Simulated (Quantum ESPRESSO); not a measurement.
NaI:

```
I Na
1.0
     0.00000    3.23640    3.23640
     3.23640    0.00000    3.23640
     3.23640    3.23640    0.00000
I Na
1 1
Direct
  0.50000 0.50000 0.50000
  0.00000 0.00000 0.00000
```

* Program: Quantum ESPRESSO 7.5
* Task: single point
* Functional: PBE
* Potentials or basis: SSSP 1.3 efficiency PBE
* Cutoff: 748 eV
* Density cutoff: 5987 eV
* k mesh: 7 × 7 × 7
* Occupations: fermi-dirac, width 0.05 eV
* Spin: no spin polarisation

On this cell: pressure 0.4 GPa; largest force zero by symmetry; band gap on the k mesh 3.64 eV, direct.

The same run follows on a disturbed copy (atoms moved at random, drawn with an rms of 0.05 Å):

```xyz
2
Lattice="0.0000 3.2364 3.2364 3.2364 0.0000 3.2364 3.2364 3.2364 0.0000" Properties=species:S:1:pos:R:3 pbc="T T T"
I     3.2272    3.2274    3.2377
Na   -0.0071    0.0155    0.0537
```

Problem. What changes?

Solution. The energy moves by +0.8 meV/atom; pressure 0.5 GPa; largest force 0.053 eV/Å; band gap on the k mesh 3.64 eV, direct.

Forces in eV/Å, atoms in the order of the input:
```
I    0.002  0.022  0.048
Na  -0.002 -0.022 -0.048
```

Caveats: spin-orbit coupling is left out, which moves the levels of the heavy elements.

